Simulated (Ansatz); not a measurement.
SiO₂ — O-17 NMR of the central transition

Cell: a Materials Project structure (computed, not necessarily an observed phase), atoms as given.

Space group Ia-3 (No. 206); a = 8.4471 Å.

| site | Wyckoff | site symmetry | x | y | z |
| --- | --- | --- | --- | --- | --- |
| Si | 16c | .3. | 0.1412 | 0.6412 | 0.8588 |
| O9 | 24d | 2.. | 0.5000 | 0.2500 | 0.4302 |
| O14 | 8b | .-3. | 0.7500 | 0.2500 | 0.2500 |

One atom of each set is listed; the run and its k-mesh use a cell of 24 atoms with edges of 7.32, 7.32, 7.32 Å.

The numbers come from a DFT calculation in Ansatz (PBE, plane waves and PAW (field gradients read without the response of the frozen cores, which leaves them typically 4 to 6 % off), scalar-relativistic, 420 eV cutoff, Γ-centred 4×4×4 k-points, Fermi–Dirac smearing 0.02 eV).

O-17 has I = 5/2 and Q = -25.58 mb (Pyykkö 2018); at 28.2 T its Larmor frequency is ν₀ = 162.8 MHz. Only the quadrupole interaction is simulated: positions count from each site's isotropic chemical shift, and J coupling is left out, as are shift anisotropy and dipolar coupling, which fast spinning averages.

**Question.** Give C_Q, η, the quadrupolar product P_Q = |C_Q|(1 + η²/3)^½, the second-order isotropic shift and the breadth of the pattern (fast magic-angle spinning) for each O site.

**Answer.** 

```json
{"site": "O9", "first shell": "2 Si at 1.62 Å, angle 136°", "C_Q (MHz)": "-5.88", "η": "0.30", "P_Q (MHz)": "5.97", "δ_QIS (ppm)": "-8.06", "breadth (kHz)": "3.01"}
{"site": "O14", "first shell": "2 Si at 1.59 Å, angle 180°", "C_Q (MHz)": "-6.25", "η": "0.00", "P_Q (MHz)": "6.25", "δ_QIS (ppm)": "-8.83", "breadth (kHz)": "3.08"}
```

δ_QIS = −(ν_Q²/30ν₀²)[I(I+1) − 3/4](1 + η²/3) × 10⁶ ppm with ν_Q = 3|C_Q|/[2I(2I−1)]; it falls as 1/B₀² in ppm, and the breadth as 1/B₀ in kHz.

An axis of threefold or higher order runs through O14, so V_zz lies along it and η is zero. At O9 V_zz runs parallel to the line that joins its two neighbours (within 4°).

At this cell the PBE pressure is 6 GPa, so with PBE the cell would grow if it were relaxed. The entry's cell may itself be off. The largest force is 0.3 eV/Å, so the atoms aren't at the calculated equilibrium and relaxing them would move these values.
